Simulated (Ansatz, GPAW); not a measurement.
This is a calculation of ZnS for GPAW 26.7.0 (ASE script). 

Contents of run.py:

```python
from ase.dft.bandgap import bandgap
from ase.io import read, write
from ase.units import GPa
from gpaw import GPAW, PW

atoms = read('POSCAR')

calc = GPAW(mode=PW(600),
            xc='PBE',
            kpts={'size': (9, 9, 9), 'gamma': True},
            occupations={'name': 'methfessel-paxton', 'order': 0, 'width': 0.024},
            nbands=18,
            convergence={'density': 1e-05, 'energy': 1e-05},
            maxiter=150,
            txt='gpaw.txt')
atoms.calc = calc
energy = atoms.get_potential_energy()
forces = atoms.get_forces()
stress = atoms.get_stress()
calc.write('gs.gpw')
write('result.traj', atoms)
print(f'Energy: {energy:.6f} eV')
print('Forces (eV/A):')
print(forces.round(4))
print('Stress (GPa):', (stress / GPa).round(3))
print('Fermi level:', round(calc.get_fermi_level(), 4), 'eV')
print(f'Gap: {bandgap(calc)[0]:.4f} eV, direct: {bandgap(calc, direct=True)[0]:.4f} eV')
```

POSCAR

```
ZnS
1.0
    0.0000000000      2.7020000000      2.7020000000
    2.7020000000      0.0000000000      2.7020000000
    2.7020000000      2.7020000000      0.0000000000
Zn S
1 1
Direct
    0.7500000000      0.7500000000      0.7500000000
    0.0000000000      0.0000000000      0.0000000000
```

Potentials or basis: GPAW PAW data sets (gpaw-data 1.2.1), pw.

Command:

```sh
$ OMP_NUM_THREADS=1 python run.py
```

Question: Set up the same calculation for Ansatz 0.2.0. Potentials or basis there: all-electron LAPW, scalar-relativistic.

Answer: As run (cutoffs and basis follow the program's own potentials, and thresholds, step limits or extra output files can differ):

Contents of input.yaml:

```yaml
crystal:
  lattice:
    - [0.0, 2.702, 2.702]
    - [2.702, 0.0, 2.702]
    - [2.702, 2.702, 0.0]
  atoms:
    - { symbol: Zn, position: [0.75, 0.75, 0.75] }
    - { symbol: S, position: [0.0, 0.0, 0.0] }
kpoints:
  mp_grid: { grid: [9, 9, 9] }
scf:
  occupations: { method: gaussian, width: 0.024 }
hamiltonian:
  xc: pbe
  pseudopotentials: { kind: all_electron, lapw: { basis_error: 0.001 } }
output:
  forces: true
  stress: true
  eigenvalues: true
```

Potentials or basis: all-electron LAPW, scalar-relativistic.

Run with:

```console
$ ansatz run input.yaml --threads 1 --pin off --max-ram 3072MiB --backend cpu --events-out ev --progress --plain --runs-dir out
```

Both were run:

|  | GPAW | Ansatz |
| --- | --- | --- |
| Pressure | 1.6 GPa | 1.6 GPa |

Where Ansatz's input types no cutoff or centring, it takes its own default and a Γ-centred mesh.

Pressure is positive in compression.
